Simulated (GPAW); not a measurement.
Runs of GPAW 26.7.0 on Te. Symmetry: P3_121, No. 152, trigonal system. The conventional cell has a = 4.454 Å, b = 4.454 Å, c = 5.924 Å, α = 90.00°, β = 90.00°, γ = 120.00°. Te (site symmetry 2) is surrounded by 2 Te at 2.86 Å. 

| cell | target pressure | gap on the mesh (eV) | pressure (GPa) |
| --- | --- | --- | --- |
| relaxed to 30 GPa | 30 GPa | none | 30.0 |
| relaxed to 10 GPa | 10 GPa | none | 10.0 |
| relaxed to 20 GPa | 20 GPa | none | 20.0 |
| relaxed to 2 GPa | 2 GPa | 0.45 | 2.0 |
| relaxed to 5 GPa | 5 GPa | (a) | 5.0 |

Alike in all rows: task relaxation of cell and atoms; level PBEsol; potentials or basis PAW data sets generated in the run's folder for this functional, pw; no spin polarisation; k mesh 5 × 5 × 4; cutoff (eV) 600; smearing fermi-dirac 0.05 eV.

**Question.** Fill in the values left out.

**Answer.** (a) 0.26.

Caveats: later steps reuse the first step's grids; spin-orbit coupling is left out, which moves the levels of the heavy elements (some runs); an odd mesh through Γ misses points on the zone boundary, where band edges often lie (some runs).

A k mesh can miss the band edges, and the runs leave out spin-orbit coupling on Te.

A gap of «none» marks a metal or a gap under the smearing width.
